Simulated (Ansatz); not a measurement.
**Zone-centre phonons of TiAl3 at 8 GPa: input and output**

Level of theory: DFT PBEsol, scalar-relativistic, plane waves, PAW in Ansatz 0.2.0.

Launched with:
```bash
ansatz run input.yaml --threads 1 --pin off --max-ram 3072MiB --backend cpu --events-out ev --progress --plain --runs-dir out
```

Input (bare energies are in eV):
```yaml
crystal:
  lattice:
    - [3.8681797508, 0.0, 0.0]
    - [0.0, 3.8681797508, 0.0]
    - [0.0, 0.0, 3.8681797508]
  atoms:
    - { symbol: Ti, position: [0.0, 0.0, 0.0] }
    - { symbol: Al, position: [0.5, 0.5, 0.0] }
    - { symbol: Al, position: [0.5, 0.0, 0.5] }
    - { symbol: Al, position: [0.0, 0.5, 0.5] }
basis:
  ecutwfc: 420
kpoints:
  mp_grid: { grid: [12, 12, 12] }
hamiltonian:
  xc: pbesol
scf:
  occupations: { method: fermi_dirac, width: 0.15 }
output:
  eigenvalues: true
phonons:
  method: dfpt
  eigenvectors: true
```

The end of the output:
```
--- Phonons (Γ-DFPT): 3 representative perturbations + reference, on 343 of 1728 k-points (Σ response iterations 9) ---
  k mesh reduced under 8 symmetry operations, with k and −k counted as one. Each operation leaves every solved displacement unchanged or reverses it
  ASR residual: 1.004e-3 → 0.000e0 eV/Å²; symmetrization residual: 8.769e-7 eV/Å²
  ASR residual per site (eV/Å²): 1.00e-3 4.14e-5 4.14e-5 4.14e-5
  Γ frequencies (cm⁻¹): 0.00 0.00 0.00 288.09 288.09 288.09 307.02 307.02 307.02 390.77 390.77 390.77
  non-analytic LO–TO correction: not included (Born effective charges unavailable; polar crystals: no LO–TO splitting at Γ)
```

Time: 3.8 min on 1 thread of AMD EPYC 7571, on a shared host, peak memory 1.3 GiB.

In a metal, frequencies and elastic constants depend on the k mesh and the smearing, soft modes and shear constants most. Other phases may be more stable at this pressure.

This form isn't the usual stable structure of the compound at low pressure.